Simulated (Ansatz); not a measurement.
# Zone-centre phonons of Ag at 35 GPa: input and output

Level of theory: Ansatz, DFT PBE, scalar-relativistic, plane waves, PAW.

Launched with:
```bash
ansatz run input.yaml --threads 1 --pin off --max-ram 3072MiB --backend cpu --events-out ev --progress --plain --runs-dir out
```

Input (bare energies are in eV):
```yaml
crystal:
  lattice:
    - [2.7323971244, 0.0, 0.0]
    - [-1.3661985622, 2.366325323, 0.0]
    - [0.0, 0.0, 4.4782440957]
  atoms:
    - { symbol: Ag, position: [0.3333333333, 0.6666666667, 0.25] }
    - { symbol: Ag, position: [0.6666666667, 0.3333333333, 0.75] }
basis:
  ecutwfc: 420
kpoints:
  mp_grid: { grid: [18, 18, 10] }
hamiltonian:
  xc: pbe
scf:
  occupations: { method: fermi_dirac, width: 0.15 }
output:
  eigenvalues: true
phonons:
  method: dfpt
  eigenvectors: true
```

The end of the output:
```
--- Phonons (Γ-DFPT): 2 representative perturbations + reference, on 546 of 3240 k-points (Σ response iterations 6) ---
  k mesh reduced under 4 symmetry operations, with k and −k counted as one. Each operation leaves every solved displacement unchanged or reverses it
  ASR residual: 1.983e-4 → 0.000e0 eV/Å²; symmetrization residual: 9.142e-13 eV/Å²
  ASR residual per site (eV/Å²): 1.98e-4 1.98e-4
  Γ frequencies (cm⁻¹): 0.00 0.00 0.00 97.39 97.39 259.44
  non-analytic LO–TO correction: not included (Born effective charges unavailable; polar crystals: no LO–TO splitting at Γ)
```

It took 42 s on 1 thread of Intel(R) Xeon(R) 6975P-C (Granite Rapids), on a shared host, peak memory 1.2 GiB.

In a metal, frequencies and elastic constants depend on the k mesh and the smearing, soft modes and shear constants most. Other phases may be more stable at this pressure.

This form isn't the element's structure at ambient conditions.